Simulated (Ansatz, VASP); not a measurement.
## SiC (Moissanite 3C): VASP beside Ansatz

```
Si C
1.0
     0.00000    2.17900    2.17900
     2.17900    0.00000    2.17900
     2.17900    2.17900    0.00000
Si C
1 1
Direct
  0.00000 0.00000 0.00000
  0.75000 0.75000 0.75000
```

Alike in both runs: task band structure; functional PBE; k mesh 10 × 10 × 10; occupations fermi-dirac, width 0.05 eV; no spin polarisation.

|  | VASP | Ansatz |
| --- | --- | --- |
| version | VASP 6.6.1 | Ansatz 0.2.0 |
| potentials or method | VASP PAW PBE potentials, release 54 (Si, C) | Ansatz PAW |
| plane-wave cutoff (eV) | 520 | 420 |
| valence electrons in the cell | 8 | 8 |

|  | VASP | Ansatz | Ansatz less VASP |
| --- | --- | --- | --- |
| gap on the k mesh at the Fermi level (eV) | 1.36 | 1.36 | +0.002 |
| least direct gap on the mesh (eV) | 4.54 | 4.55 | +0.004 |
| gap along the band path (eV) | 1.36 | 1.36 | +0.003 |
| pressure (GPa) | 3.2 | 3.3 | +0.06 |

Expect the measured gap to be larger: semilocal functionals such as PBE lack the derivative discontinuity.
